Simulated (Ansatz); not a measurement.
**Structure types of Mo compared at 31 GPa**

Structure types of Mo are relaxed in primitive cells with their symmetry kept at 31 GPa, first on PAW files, then by LAPW. The enthalpy is E + pV at zero temperature, without zero-point motion. Only the types listed were tried, and differences under about 5 meV/atom are mesh noise. Not among the end structures: fcc, which may lie lower.

All numbers are PBE results (scalar-relativistic) from Ansatz 0.2.0, with Fermi–Dirac smearing of 0.05 eV, no spin polarisation. Methods: LAPW: all electrons, basis error target 0.5 meV/atom; PAW: frozen-core files, cutoff 420 eV.

k meshes: bcc 18×18×18, hcp 16×16×9, omega 9×9×12, diamond 13×13×13, beta tin 17×17×17.

| start type | ends as | a, b, c (Å) | V (Å³/atom) | H − H(lowest), LAPW (meV/atom) |
| --- | --- | --- | --- | --- |
| bcc | bcc, Im-3m | 3.060, 3.060, 3.060 | 14.33 | 0.0 |
| hcp | hcp, P6_3/mmc | 2.674, 2.674, 4.675 | 14.48 | 479.9 |
| omega | omega, P6/mmm | 4.490, 4.490, 2.493 | 14.51 | 454.8 |
| diamond | diamond, Fd-3m | 5.329, 5.329, 5.329 | 18.92 | ? |
| beta tin | beta tin, I4_1/amd | 4.856, 4.856, 2.544 | 15.00 | ? |

**Question.** Give the missing entry: row "beta tin", column "H − H(lowest), LAPW (meV/atom)".

**Answer.** 999.8.

**Question.** Fill in "H − H(lowest), LAPW (meV/atom)" for the row "diamond".

**Answer.** 3325.8.

**Question.** Split the lead of bcc over omega into energy and pV.

**Answer.** For omega less bcc: ΔE = +419.4 meV/atom, and p·ΔV = 31 GPa × +0.1826 Å³ × 6.242 meV/(GPa·Å³) = +35.3 meV/atom, together 454.7 meV/atom. bcc wins on both counts.
